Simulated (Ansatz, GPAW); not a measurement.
This is a calculation of Zr (Zirconium) for GPAW 26.7.0 (ASE script). 

run.py

```python
from ase.dft.bandgap import bandgap
from ase.io import read, write
from ase.units import Bohr, GPa
from gpaw import GPAW, PW
from gpaw.elf import elf_from_dft_calculation

atoms = read('Zr.xyz')

calc = GPAW(mode=PW(600),
            xc='PBE',
            kpts={'size': (9, 9, 5), 'gamma': True},
            occupations={'name': 'methfessel-paxton', 'order': 0, 'width': 0.022},
            nbands=24,
            convergence={'density': 1e-05, 'energy': 1e-05},
            maxiter=150,
            txt='gpaw.txt')
atoms.calc = calc
energy = atoms.get_potential_energy()
forces = atoms.get_forces()
stress = atoms.get_stress()
calc.write('gs.gpw')
write('result.traj', atoms)
print(f'Energy: {energy:.6f} eV')
print('Forces (eV/A):')
print(forces.round(4))
print('Stress (GPa):', (stress / GPa).round(3))
print('Fermi level:', round(calc.get_fermi_level(), 4), 'eV')
print(f'Gap: {bandgap(calc)[0]:.4f} eV, direct: {bandgap(calc, direct=True)[0]:.4f} eV')

# fields on the real-space grid
write('density.cube', atoms, data=calc.get_pseudo_density() * Bohr**3)
write('potential.cube', atoms, data=calc.get_electrostatic_potential())
write('elf.cube', atoms, data=elf_from_dft_calculation(calc).data)
```

File Zr.xyz:

```xyz
2
Lattice="3.2320000000 0.0000000000 0.0000000000 -1.6160000000 2.7989941050 0.0000000000 0.0000000000 0.0000000000 5.1470000000" Properties=species:S:1:pos:R:3 pbc="T T T"
Zr     1.6160000002      0.9329980349      3.8602500000
Zr    -0.0000000002      1.8659960701      1.2867500000
```

Potentials or basis: GPAW PAW data sets (gpaw-data 1.2.1), pw.

The run is started by

```sh
$ OMP_NUM_THREADS=1 python run.py
```

Q: What does the same run look like in Ansatz 0.2.0? Potentials or basis there: all-electron LAPW, scalar-relativistic.

A: As run (cutoffs and basis follow the program's own potentials, and thresholds, step limits or extra output files can differ):

Contents of input.yaml:

```yaml
crystal:
  lattice:
    - [3.232, 0.0, 0.0]
    - [-1.616, 2.798994105, 0.0]
    - [0.0, 0.0, 5.147]
  atoms:
    - { symbol: Zr, position: [0.6666666667, 0.3333333333, 0.75] }
    - { symbol: Zr, position: [0.3333333333, 0.6666666667, 0.25] }
kpoints:
  mp_grid: { grid: [9, 9, 5] }
scf:
  occupations: { method: gaussian, width: 0.022 }
hamiltonian:
  xc: pbe
  pseudopotentials: { kind: all_electron, lapw: { basis_error: 0.001 } }
output:
  forces: true
  stress: true
  eigenvalues: true
```

Potentials or basis: all-electron LAPW, scalar-relativistic.

Run with:

```sh
$ ansatz run input.yaml --threads 1 --pin off --max-ram 3072MiB --backend cpu --events-out ev --progress --plain --runs-dir out
```

Both were run:

|  | GPAW | Ansatz |
| --- | --- | --- |
| Pressure | 0.2 GPa | 0.6 GPa |

Where Ansatz's input types no cutoff or centring, it takes its own default and a Γ-centred mesh.

Pressure is positive in compression.
